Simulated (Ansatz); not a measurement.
# Calculated ¹⁴N nuclear quadrupole resonance for Si₃N₄

Cell: a COD entry, its atoms then relaxed with PBE in this cell.

```cif
data_Si3N4
_symmetry_space_group_name_H-M 'P6_3/m'
_symmetry_Int_Tables_number 176
_cell_length_a 7.5950
_cell_length_b 7.5950
_cell_length_c 2.9023
_cell_angle_alpha 90.000
_cell_angle_beta 90.000
_cell_angle_gamma 120.000
loop_
_atom_site_label
_atom_site_type_symbol
_atom_site_symmetry_multiplicity
_atom_site_Wyckoff_symbol
_atom_site_fract_x
_atom_site_fract_y
_atom_site_fract_z
Si Si 6 h 0.7673 0.1736 0.2500
N7 N 6 h 0.0294 0.3297 0.2500
N13 N 2 d 0.3333 0.6667 0.7499
```

One atom of each set is listed.

Method: Kohn–Sham DFT in Ansatz, PBE, plane waves and PAW, scalar-relativistic, 420 eV cutoff, Γ-centred 4×4×10 k-points, Fermi–Dirac smearing 0.02 eV.

¹⁴N: I = 1, Q = 20.44 mb (year-2017 value). Static lattice, zero field.

Problem. At which frequencies do the ¹⁴N NQR lines lie?

Solution. For I = 1 the lines are ν± = (3/4)|C_Q|(1 ± η/3) and ν₀ = |C_Q|η/2.

| site | atoms | V_zz (10²¹ V/m²) | C_Q (MHz) | η | line frequencies (MHz) |
| --- | --- | --- | --- | --- | --- |
| N7 | 6 | -4.90 | -2.42 | 0.07 | 0.0883, 1.77, 1.86 |
| N13 | 2 | -4.83 | -2.39 | 0.00 | 1.79 |

An axis of threefold or higher order runs through N13, so V_zz lies along it and η is zero. At N7 V_zz stands upright on the plane through its three neighbours (within 3°).

At this cell the PBE pressure is 6 GPa, so with PBE the cell would grow if it were relaxed.

The relaxation (11 steps) took 56 s of wall time (3.6 min of CPU time) and 0.56 GiB at its peak, on 4 threads of Arm Neoverse V1 (aarch64; 8 cores open to the job, memory cap 8.0 GiB, no GPU), a shared host with a load of 0.6 a core.
